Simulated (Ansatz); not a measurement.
Results of r²SCAN in Ansatz (PAW) for spinel MgAl2O4.

Settings: plane-wave cutoff 560 eV, 8×8×8 k mesh, Fermi–Dirac smearing 0.01 eV, scalar-relativistic PAW data made under PBE.

Computed at the level's own relaxed cell.

Task: Predict the lattice constant a, smallest direct gap on the k points sampled and bulk modulus.

Result: 
lattice constant a: 8.084 Å
smallest direct gap on the k points sampled: 6.21 eV
bulk modulus: 201 GPa

Measured, for comparison: lattice constant a 8.074 Å (0 K, fit to 77–300 K taken to 0 K; as tabulated in Grimes and Al-Ajaj (1992), doi:10.1088/0953-8984/4/30/004); bulk modulus 195 GPa (300 K, copied from a table, unchecked, no zero-point or thermal correction; as tabulated in BurnMan's mineral tables). Computed (rounded) less measured: lattice constant a +0.1 %, bulk modulus not scored (unchecked). A static lattice is as a rule a little smaller and stiffer than an uncorrected measurement, which narrows the difference in the bulk modulus and would widen misses of the other sign.

Note: the bulk modulus comes from volumes at which shape and atoms were relaxed.

Computed values are for the static lattice.

The result took roughly 11 core-minutes.

Ansatz is an electronic-structure program.
